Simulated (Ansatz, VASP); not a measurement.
# One calculation of MgO, two programs

```
CELL_PARAMETERS angstrom
0.00000 2.11721 2.11721
2.11721 0.00000 2.11721
2.11721 2.11721 0.00000
ATOMIC_POSITIONS crystal
Mg 0.00000 0.00000 0.00000
O 0.50000 0.50000 0.50000
```

Change from the starting cell: volume scaled by 0.975.

Alike in both runs: task single point; functional PBE; k mesh 10 × 10 × 10; occupations fermi-dirac, width 0.01 eV; no spin polarisation.

|  | VASP | Ansatz |
| --- | --- | --- |
| version | VASP 6.6.1 | Ansatz 0.2.0 |
| potentials or method | VASP PAW PBE potentials, release 64 (Mg, O), cutoff 520 eV | all-electron LAPW, scalar-relativistic |

VASP gave:

```
gap on the k mesh at the Fermi level (eV) : 4.57
pressure (GPa)                            : 1.4
```

What did Ansatz give for the same quantities?

gap on the k mesh at the Fermi level (eV): 4.59; pressure (GPa): 2.2.

Ansatz ran all-electron here, so the differences hold the error of VASP's frozen core and of both bases.
